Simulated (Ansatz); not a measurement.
# Phonon spectrum of CaO

Method: DFT PBE, scalar-relativistic, plane waves, PAW in Ansatz. Cutoff 420 eV, 8×8×8 k-points (Γ-centred), fixed occupations. No spin polarisation. Phonons by linear response, acoustic sum rule imposed.

Equilibrium structure at this level:
```
Ca O
1.0
     0.00000    2.41537    2.41537
     2.41537    0.00000    2.41537
     2.41537    2.41537    0.00000
Ca O
1 1
Direct
  0.00000 0.00000 0.00000
  0.50000 0.50000 0.50000
```

The cell has the rock salt type, in a space group that the Crystallography Open Database lists for this formula; it was reached from a generator's guess.

Force constants from linear response on a 4×4×4 q mesh.

Problem. Is the structure dynamically stable on this mesh?

Solution. Yes, on this mesh: no mode is imaginary.

Problem. Give the frequencies (cm⁻¹; i marks imaginary ones) at the irreducible q points, in fractions of the reciprocal vectors, the Γ row without the LO field.

Solution.
| q | star | frequencies |
| --- | --- | --- |
| 0.000 0.000 0.000 | 1 | 0 0 0 255 255 255 |
| 0.000 0.000 0.250 | 8 | 122 122 226 274 274 514 |
| 0.000 0.000 -0.500 | 4 | 168 168 292 292 362 460 |
| 0.000 0.250 0.250 | 6 | 143 143 221 272 272 473 |
| 0.000 0.250 -0.500 | 24 | 184 214 287 293 320 417 |
| 0.000 0.250 -0.250 | 12 | 164 215 284 292 303 453 |
| 0.000 -0.500 -0.500 | 3 | 198 198 278 284 284 383 |
| 0.250 -0.500 -0.250 | 6 | 230 252 252 334 334 345 |
